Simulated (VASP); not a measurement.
**Ge: single point with r2SCAN**

Crystal: Ge.

```
Ge
1.0
     3.98550    0.00000    0.00000
    -1.99275    3.45154    0.00000
     0.00000    0.00000    6.57720
Ge
4
Direct
  0.33333 0.66667 0.06280
  0.66667 0.33333 0.56280
  0.66667 0.33333 0.93720
  0.33333 0.66667 0.43720
```

This isn't the form of Ge at room conditions, which is diamond.

- Program: VASP 6.6.1
- Task: single point
- Functional: r2SCAN
- Potentials or basis: VASP PAW PBE potentials, release 64 (Ge_d)
- Cutoff: 520 eV
- k mesh: 10 × 10 × 6
- Occupations: gaussian, width 0.02 eV
- Spin: non-collinear spin, zero start, spin-orbit coupling
- Starting moments: [[0.0, 0.0, 0.0], [0.0, 0.0, 0.0], [0.0, 0.0, 0.0], [0.0, 0.0, 0.0]] μB

```json
{
  "Pressure": "0.7 GPa",
  "Largest force": "0.024 eV/Å",
  "Net moment": "0.00 μB per cell",
  "Valence electrons inside the program's atomic spheres": "Ge 12.42"
}
```

Forces on the atoms (eV/Å):
```
Ge   0.000  0.000  0.024
Ge   0.000  0.000  0.024
Ge   0.000  0.000 -0.024
Ge   0.000  0.000 -0.024
```

Stress tensor (GPa, compression positive):
```
0.69 0.00 0.00
0.00 0.69 0.00
0.00 0.00 0.80
```

Moments on the atoms (μB; x, y, z):
```
Ge  0.00 0.00 0.00
Ge  0.00 0.00 0.00
Ge  0.00 0.00 0.00
Ge  0.00 0.00 0.00
```

Run time: 80 min on 1 thread of Intel(R) Xeon(R) Platinum 8488C (Sapphire Rapids), with other jobs on the host, peak memory 0.75 GiB.

Caveat: the PAW data sets were made with another functional, which shifts forces and pressure a little.
